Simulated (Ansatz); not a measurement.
# Formation energy and levels of the substitutional impurity Ta_Si in SiC (F-43m)

Wanted: the transition levels of a substitutional impurity in SiC (F-43m), from a cell of 54 host atoms with 1 Si taken out and 1 Ta put in.

Main program and level: Ansatz 0.2.0; place-levels on r2SCAN runs: charge-transition levels and formation energies with image-charge correction and potential alignment at the atomic sites; PAW set soft_1.

**Measured values to reproduce.**

“Insight into the structural, elastic and electronic properties of a new orthorhombic 6O-SiC polytype” (2020, pmc:7200658) quotes from earlier work for SiC, cubic 3C zincblende (literature value): band gap (indirect gap) 2.4 eV [literature value; measurement temperature and method not stated].

## Step 1: Starting point

The cell holds 54 atoms: 26 Si, 27 C and 1 Ta. Its edges and angles: a = 9.242 Å, b = 9.242 Å, c = 9.242 Å, α = 60.0°, β = 60.0°, γ = 60.0°. It derives from SiC (space group F-43m). Nearest the centre at fractional (0.333, 0.667, 0.667): Ta35 at 0.00 Å, C30 at 1.89 Å, C34 at 1.89 Å, C36 at 1.89 Å, C18 at 1.89 Å, Si25 at 3.08 Å, Si23 at 3.08 Å, Si13 at 3.08 Å.

Structure file:

```xyz
54
Lattice="0.0000 6.5349 6.5349 6.5349 0.0000 6.5349 6.5349 6.5349 0.0000" Properties=species:S:1:pos:R:3 pbc="T T T"
Si    0.0000    0.0000    0.0000
C     1.0891    1.0891    1.0891
Si    2.1783    2.1783    0.0000
C     3.2674    3.2674    1.0891
Si    4.3566    4.3566    0.0000
C     5.4457    5.4457    1.0891
Si    2.1783    0.0000    2.1783
C     3.2674    1.0891    3.2674
Si    4.3566    2.1783    2.1783
C     5.4457    3.2674    3.2674
Si    6.5349    4.3566    2.1783
C     7.6240    5.4457    3.2674
Si    4.3566    0.0000    4.3566
C     5.4457    1.0891    5.4457
Si    6.5349    2.1783    4.3566
C     7.6240    3.2674    5.4457
Si    8.7132    4.3566    4.3566
C     9.8023    5.4457    5.4457
Si    0.0000    2.1783    2.1783
C     1.0891    3.2674    3.2674
Si    2.1783    4.3566    2.1783
C     3.2674    5.4457    3.2674
Si    4.3566    6.5349    2.1783
C     5.4457    7.6240    3.2674
Si    2.1783    2.1783    4.3566
C     3.2674    3.2674    5.4457
Si    4.3566    4.3566    4.3566
C     5.4457    5.4457    5.4457
Si    6.5349    6.5349    4.3566
C     7.6240    7.6240    5.4457
Si    4.3566    2.1783    6.5349
C     5.4457    3.2674    7.6240
Si    6.5349    4.3566    6.5349
C     7.6240    5.4457    7.6240
Ta    8.7132    6.5349    6.5349
C     9.8023    7.6240    7.6240
Si    0.0000    4.3566    4.3566
C     1.0891    5.4457    5.4457
Si    2.1783    6.5349    4.3566
C     3.2674    7.6240    5.4457
Si    4.3566    8.7132    4.3566
C     5.4457    9.8023    5.4457
Si    2.1783    4.3566    6.5349
C     3.2674    5.4457    7.6240
Si    4.3566    6.5349    6.5349
C     5.4457    7.6240    7.6240
Si    6.5349    8.7132    6.5349
C     7.6240    9.8023    7.6240
Si    4.3566    4.3566    8.7132
C     5.4457    5.4457    9.8023
Si    6.5349    6.5349    8.7132
C     7.6240    7.6240    9.8023
Si    8.7132    8.7132    8.7132
C     9.8023    9.8023    9.8023
```

The host's dielectric constants go in as inputs: 7.06 for the electrons alone, 10.43 with the ions, computed on the host (DFPT, PBEsol, on the r2SCAN cell), and a cell off the functional's own equilibrium shifts the ionic part.

The cell's shortest repeat is 9.2 Å.

## Step 2: What was run first

Levels follow from differences of total energies between charge states, each relaxed by itself.

Random displacements of about 0.05 Å break the site symmetry at the start, so that the relaxation can reach a distorted minimum if there is one. Forces are taken on a 2×2×2 shifted mesh. The cell holds 1 electron more than the neutral one, with a uniform background that keeps it neutral on the whole.

The sampling was tested on the host first: at the k-points planned (1x1x1 shifted 0.25 0.25 0.25) its energy lies 0.119 eV an atom from the dense-mesh value, so the final energies take a denser sampling.

One state's input; the others differ in charge, spin, start and seed, and in occupations where the table says so.

Input file qm1.relax/input.yaml:

```yaml
crystal:
  lattice:
    - [0.0, 2.17829624, 2.17829624]
    - [2.17829624, 0.0, 2.17829624]
    - [2.17829624, 2.17829624, 0.0]
  atoms:
    - { symbol: Si, position: [0.0, 0.0, 0.0] }
    - { symbol: C, position: [0.25, 0.25, 0.25] }
  supercell: [3, 3, 3]
  defects: [{ substitution: { at: 34, symbol: Ta } }]
total_charge: -1
basis:
  ecutwfc: 500
  xc_grid: 2
hamiltonian:
  xc: r2scan
  pseudopotentials: { kind: paw, azcp: { folder: soft_1 } }
kpoints:
  mp_grid: { grid: [2, 2, 2], shift: [0.5, 0.5, 0.5] }
scf:
  occupations: { method: fixed }
  max_iter: 80
output:
  forces: true
  charged_corrections: { epsilon: 7.06, static_epsilon: 10.43 }
relax:
  f_tol: 0.02
  max_steps: 80
  random_displacement: { amplitude: 0.05, seed: 4404 }
checkpoint:
  write: "../qm1.relax.run"
  compress: false
  write_wavefunctions: true
  write_every: 100000
```

Launch:

```console
$ ansatz run input.yaml --threads 4 --pin off --max-ram 7536MiB --backend cpu --events-out ev --progress --plain --runs-dir out
```

The run of this state that the levels use, under r2SCAN:

Input file qm1.point/input.yaml:

```yaml
crystal:
  checkpoint: "../qm1.relax.run"
  host: checkpoint
total_charge: -1
basis:
  ecutwfc: 500
  xc_grid: 2
hamiltonian:
  xc: r2scan
  pseudopotentials: { kind: paw, azcp: { folder: soft_1 } }
kpoints:
  mp_grid: { grid: [2, 2, 2], shift: [0.5, 0.5, 0.5] }
scf:
  occupations: { method: fixed }
  max_iter: 80
output:
  forces: true
  eigenvalues: true
  charged_corrections:
    epsilon: 7.06
    static_epsilon: 10.43
    defect_position: [0.333333, 0.666667, 0.666667]
  eigenstates: { localisation: true }
  populations: true
  band_densities: [{ bands: [v1, v1] }, { bands: [c1, c1] }]
  write_density: true
  write_potential: true
  volumetric_format: npy
  elf: true
checkpoint:
  read: "../qm1.relax.run"
  write: "../qm1.point.run"
  compress: false
  write_wavefunctions: false
  write_every: 100000
```

Relaxations under r2SCAN at a 2×2×2 shifted mesh; times on 4 threads of Arm Neoverse V1, shared host:

```tsv
charge	moment (μB)	occupations	outcome	steps	largest displacement against the far atoms (Å)	time
−1	0	fixed	converged	7	0.17	3 min
0	1	fixed	converged	7	0.15	7.5 min
+1	0	fixed	converged	5	0.13	2.1 min
−1	2	fixed	converged	5	0.16	6.7 min
```

Single points under r2SCAN at a 2×2×2 shifted mesh; times on 4 threads of Arm Neoverse V1, shared host:

```tsv
charge	moment (μB)	occupations	outcome	time
−1	0	fixed	converged	26 s
0	1	fixed	converged	57 s
+1	0	fixed	converged	25 s
−1	2	fixed	converged	53 s
```

Distances (Å) from Ta35 to the nearest atoms after relaxation with r2SCAN:

```tsv
charge	moment (μB)	1.	2.	3.	4.	5.	6.
−1	0	C 2.01	C 2.02	C 2.04	C 2.04	Si 3.06	Si 3.06
−1	2	C 2.04	C 2.04	C 2.04	C 2.04	Si 3.09	Si 3.09
0	1	C 2.01	C 2.02	C 2.03	C 2.03	Si 3.09	Si 3.09
+1	0	C 2.01	C 2.01	C 2.01	C 2.01	Si 3.11	Si 3.12
```

## Step 3: place-levels, r2SCAN

A charged cell interacts with its images and the background, and its potential has another zero than the host's. place-levels removes the first by a point-charge model, screened by the static dielectric constant since the ions have relaxed around the charge, and the second by comparing potentials at atoms far from the defect.

The host is a run of the defect-free crystal in the same cutoffs, grids and k-points, so that basis and sampling errors cancel in part in the differences. The host is run in a cell of 2 atoms on a matching mesh. Its band edges are searched through the zone by a band path, so the gap is smaller than, or equal to, that on the mesh. Chemical potentials are energies per atom of Si (diamond) and Ta (bcc), run with the same functional and cutoff.

Input file levels.point.yaml:

```yaml
host:
  run: host.point.run
states: [qm1.point.run, q0_M1.point.run, qp1.point.run, qm1_M2.point.run]
geometry_from:
  qm1.point.run: qm1.relax.run
  q0_M1.point.run: q0_M1.relax.run
  qp1.point.run: qp1.relax.run
  qm1_M2.point.run: qm1_M2.relax.run
  host.point.run: host.relax.run
chemical_potentials:
  Si:
    energy: -639.06578
    dataset: <sha256 of the dataset>
  Ta:
    energy: -9945.170238
    dataset: "<sha256 of the dataset>"
epsilon: 7.06
static_epsilon: 10.43
vertical:
  - { from: qm1.point.run, to: qm1.point_neutral.run }
  - { from: qp1.point.run, to: qp1.point_neutral.run }
  - { from: qm1_M2.point.run, to: qm1_M2.point_neutral.run }
```

Launch:

```console
$ ansatz place-levels levels.point.yaml -- --threads 4 --pin off --max-ram 7536MiB
```

Numbers of over 12 decimals in the logs are rounded to 6 here.

Output:

```text
[... repeated set-up lines and file paths are left out, and long positions are rounded to six places ...]
(+1/0) 1.761 eV above the valence edge (+1.885 eV without the band-filling correction), in the conduction band; not on the lower envelope
(0/-1) 1.741 eV above the valence edge (+2.298 eV without the band-filling correction), in the conduction band; not on the lower envelope
(+1/-1) 1.751 eV above the valence edge (+2.091 eV without the band-filling correction), in the conduction band: charges between them are lowest nowhere
formation energy of charge +1: +1.312 eV with the Fermi level at the valence edge
formation energy of charge 0: +3.072 eV with the Fermi level at the valence edge
formation energy of charge -1: +4.814 eV with the Fermi level at the valence edge
vertical -1 to 0: no energy, since no alignment is typed
  the change from vertical[0].from (qm1.point.run) to vertical[0].to (qm1.point_neutral.run): by its potential at epsilon 7.06 it stands at 0.350 0.707 0.683, with an rms radius of about 3.9 Å (2.3 2.1 2.3 Å across the planes of the cell's vectors); [...]
vertical +1 to 0: no energy, since no alignment is typed
  the change from vertical[1].from (qp1.point.run) to vertical[1].to (qp1.point_neutral.run): by its potential at epsilon 7.06 it stands at 0.352 0.708 0.699, with an rms radius of about 3.5 Å (2.0 2.0 2.0 Å across the planes of the cell's vectors); [...]
vertical -1 to 0: no energy, since no alignment is typed
  the change from vertical[2].from (qm1_M2.point.run) to vertical[2].to (qm1_M2.point_neutral.run): by its potential at epsilon 7.06 it stands at 0.374 0.701 0.706, with an rms radius of about 2.1 Å (1.2 1.2 1.2 Å across the planes of the cell's vectors); [...]
  edges by r2scan, gap 1.710 eV; the host is sampled to repeats of 18.48 Å
  the defect's cells are sampled to repeats of 18.48 Å, like sampling
  charge +1: -33380.0879 eV with its correction of +0.596 eV, at epsilon 10.43, aligned at sites: +0.3543 eV, mean over 19 atomic sites at or beyond 4.62 Å from the defect at [0.3333, 0.6667, 0.6667], with +0.000000 for the charge's moments and without [...]
  charge 0: +0.000 eV for its dipole among its images, +0.000 omitted
  charge -1: -33357.1498 eV with its correction of -0.229 eV, at epsilon 10.43, aligned at sites: +0.4712 eV, mean over 19 atomic sites at or beyond 4.62 Å from the defect at [0.3333, 0.6667, 0.6667], with +0.000000 for the charge's moments and without [...]
  charge -1: states[3] (qm1_M2.point.run) stands 0.485 eV higher, with a moment of 2.00 μB against 0.00
  of states[2] (qp1.point.run): it parts from the run at its places by a charge that spreads by about 2 Å along one vector (1.3 Å or more is wide), by its potential at epsilon 7.06, taken for that of held ions (one typed too small widens it), where the cell [...]
  of states[1] (q0_M1.point.run): a band-filling correction moves a carrier to the host's band edge, which changes its energy by -0.124 eV; stability_check_not_made
  of states[0] (qm1.point.run): it parts from the run at its places by a charge that spreads by about 2.3 Å along one vector (1.3 Å or more is wide), by its potential at epsilon 7.06, taken for that of held ions (one typed too small widens it), where the cell [...]
  of states[3] (qm1_M2.point.run): its alignment with the host at atomic sites is doubtful: the mean over the far sites moves by +0.1110 eV from their farther parts to their nearer, more than 0.05 eV. [...]
  of vertical[0].from (qm1.point.run): it parts from the run at its places by a charge that spreads by about 2.3 Å along one vector (1.3 Å or more is wide), by its potential at epsilon 7.06, taken for that of held ions (one typed too small widens it), where [...]
  of vertical[0].to (qm1.point_neutral.run): stability_check_not_made
  of vertical[1].from (qp1.point.run): it parts from the run at its places by a charge that spreads by about 2 Å along one vector (1.3 Å or more is wide), by its potential at epsilon 7.06, taken for that of held ions (one typed too small widens it), where the [...]
  of vertical[1].to (qp1.point_neutral.run): stability_check_not_made
  of vertical[2].from (qm1_M2.point.run): its moments are held at its close (magnetization.spin_locking), by a field of 0.297 eV a Bohr magneton, and its energy and levels are of the state that this holds: a run that lets them go can end lower; [...]
  of vertical[2].to (qm1_M2.point_neutral.run): stability_check_not_made
```

The job ended after 0.43 s (4 threads of Arm Neoverse V1, shared host).

Levels between the charges placed, in eV above the valence top:

```tsv
	gap (eV)	(+1/0)	(0/−1)
r2SCAN	1.71	1.76	1.74
```

Corrections by state:

```tsv
charge	moment (μB)	image terms and alignment (eV)	band filling (eV)	ε used	over the lowest of its charge, as the program ranks them, band filling apart (eV)
+1	0.0	0.596	-	10.43	0.000
0	1.0	0.000	-0.124	-	0.000
−1	0.0	-0.229	-0.681	10.43	0.000
−1	2.0	-0.196	-	10.43	0.485
```

The charged structures listed were also run neutral, and place-levels reads from each pair, by the potential or the spins, how wide the charge is by which they differ; that can be the carrier of either run.

```tsv
charge	rms radius (Å)	spread where it is widest against the cell (Å)	wide from (Å)	reading
+1	3.5	2.03	1.31	wide
−1	3.9	2.34	1.31	wide
```

The neutral runs of these pairs need not share the spin of the lowest neutral state, and very wide values only mean spread over the cell.

From the program's caveats on the states, each cut to its opening words:

- charge +1: it parts from the run at its places by a charge that spreads by about 2 Å along one vector (1.3 Å or more is wide), by its potential at epsilon 7.06, taken for [...]
- charge 0 (1 μB): a band-filling correction moves a carrier to the host's band edge, which changes its energy by -0.124 eV
- charge 0 (1 μB), −1 (2 μB): flagged: stability check not made
- charge −1: it parts from the run at its places by a charge that spreads by about 2.3 Å along one vector (1.3 Å or more is wide), by its potential at epsilon 7.06, taken [...]
- charge −1: a band-filling correction moves a carrier to the host's band edge, which changes its energy by -0.681 eV
- charge −1 (2 μB): its alignment with the host at atomic sites is doubtful: the mean over the far sites moves by +0.1110 eV from their farther parts to their nearer, more than [...]
- charge −1 (2 μB): its moments are held at its close (magnetization.spin_locking), by a field of 0.297 eV a Bohr magneton, and its energy and levels are of the state that this [...]
- charge −1 (2 μB): filled levels lie above empty ones at the fixed electron count

The host's formation energy from the elements is -0.356 eV per atom; it sets how far the chemical potentials can move.

Formation energies (eV), C-rich (Δμ(C) = 0.00 eV, Δμ(Si) = -0.71 eV, Δμ(Ta) = 0.00 eV):

```tsv
charge	Fermi level at the valence top	at the conduction bottom
+1	0.60	2.31
0	2.36	2.36
−1	4.10	2.39
```

Formation energies (eV), Si-rich (Δμ(Si) = 0.00 eV, Δμ(C) = -0.71 eV, Δμ(Ta) = 0.00 eV):

```tsv
charge	Fermi level at the valence top	at the conduction bottom
+1	1.31	3.02
0	3.07	3.07
−1	4.81	3.10
```

## Step 4: Outcome

```yaml
gap_of_the_host: 1.71 eV (r2SCAN)
level_plus_1_over_0: 1.76 eV above the valence top, past the conduction bottom, not a change between lowest states (1.88 eV above the valence top without the band-filling term)
level_0_minus_1: 1.74 eV above the valence top, past the conduction bottom, not a change between lowest states (2.30 eV above the valence top without the band-filling term)
lowest_of_the_charges_placed_just_above_the_valence_top_0p02_ev: +1
lowest_of_the_charges_placed_just_below_the_conduction_bottom_0p02_ev: +1
lowest_formation_energy_at_mid_gap_of_the_charges_run_c_rich: 1.46 eV
lowest_formation_energy_at_mid_gap_of_the_charges_run_si_rich: 2.17 eV
```

**Reading.** Of the charges placed (−1, 0 and +1), +1 is the lowest from 0.02 eV above the valence top to 0.02 eV below the conduction bottom, a gap of 1.71 eV. Charges above +1 were not placed, so these runs say nothing of levels that involve them. States placed: +1 at 0 μB; 0 at 1 μB; −1 at 0 μB and 2 μB. Other spin states or structures, where not listed, weren't placed. The program finds carriers beyond a band edge of the host and adds a band-filling term at charge −1 (-0.68 eV) and 0 (-0.12 eV); steps to such a charge show no bound level, and a defect level inside a band would be read the same way. Ta is taken at its element; compounds, which aren't counted here, bound the chemical potentials and would shift these formation energies. The program doubts the alignment of potentials for at least one state, a sign that the cell is small. Limits: r2SCAN makes the gap too small and tends to spread out bound carriers; spin–orbit coupling, which can matter with heavy atoms, is left out.

Calculation against experiment:

```
                             quantity  measured           r2SCAN
band gap (least gap of the host) (eV)       2.4  1.71 (-0.69 eV)
```

Measured values from pmc:7200658 (2020).

Verdict: The band gap is off by -0.69 eV: a clear miss. Local and semilocal functionals usually give gaps below the measured ones. Zero-point and thermal motion shift the measured gap.

[Logs are printed without paths, hosts, clocks, repeated set-up lines and the standing remarks that a program may print on its own settings, such as how far it seeks lower states.]

[Hosts, paths, dates, database ids (printed as entryN), source tags and the programs' standing remarks are cut or masked in the printed files.]

[Where a table of states has a column of steps, it counts the stored structures, which are thinned; the runs took as many ionic steps or more.]

[A defect's name tells the site on which it was built; relaxed atoms can leave that site.]

[For some hosts the program warned that the k-mesh of the response run may be too coarse for force constants and the static dielectric constant; such warnings are not shown here.]
